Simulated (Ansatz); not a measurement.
TiAl3:

```
Ti Al
1.0
     3.95567    0.00000    0.00000
     0.00000    3.95567    0.00000
     0.00000    0.00000    3.95567
Ti Al
1 3
Direct
  0.00000 0.00000 0.00000
  0.00000 0.50000 0.50000
  0.50000 0.00000 0.50000
  0.50000 0.50000 0.00000
```

The cell comes from a database or a generator and needn't be the stable form of this composition.

```yaml
Program: Ansatz 0.2.0
Task: single point
Functional: PBEsol
Potentials_or_basis: Ansatz PAW
Cutoff: "420 eV (not typed: the program's choice for these potentials)"
k_mesh: 7 × 7 × 7
Occupations: fermi-dirac, width 0.05 eV
Spin: no spin polarisation
```

On this cell: pressure -0.6 GPa; largest force zero by symmetry; band gap on the k mesh none (metal or under the smearing width).

The same run follows on a disturbed copy (atoms moved at random, drawn with an rms of 0.05 Å):

```
CELL_PARAMETERS angstrom
3.95567 0.00000 0.00000
0.00000 3.95567 0.00000
0.00000 0.00000 3.95567
ATOMIC_POSITIONS crystal
Ti 0.99975 0.98702 0.00469
Al 0.00111 0.50747 0.50938
Al 0.50916 0.98950 0.50581
Al 0.50539 0.50594 0.99889
```

What changes?

The energy (extrapolated to zero smearing) moves by +12.4 meV/atom; pressure -0.2 GPa; largest force 0.699 eV/Å; band gap on the k mesh none (metal or under the smearing width).

Forces on the atoms (eV/Å):
```
Ti   0.251  0.648  0.075
Al   0.141 -0.543 -0.204
Al  -0.252  0.391 -0.097
Al  -0.140 -0.497  0.225
```

Caveats: the PAW data sets come from PBE, with cores solved anew for the run's functional, which leaves a small shift of forces and pressure.
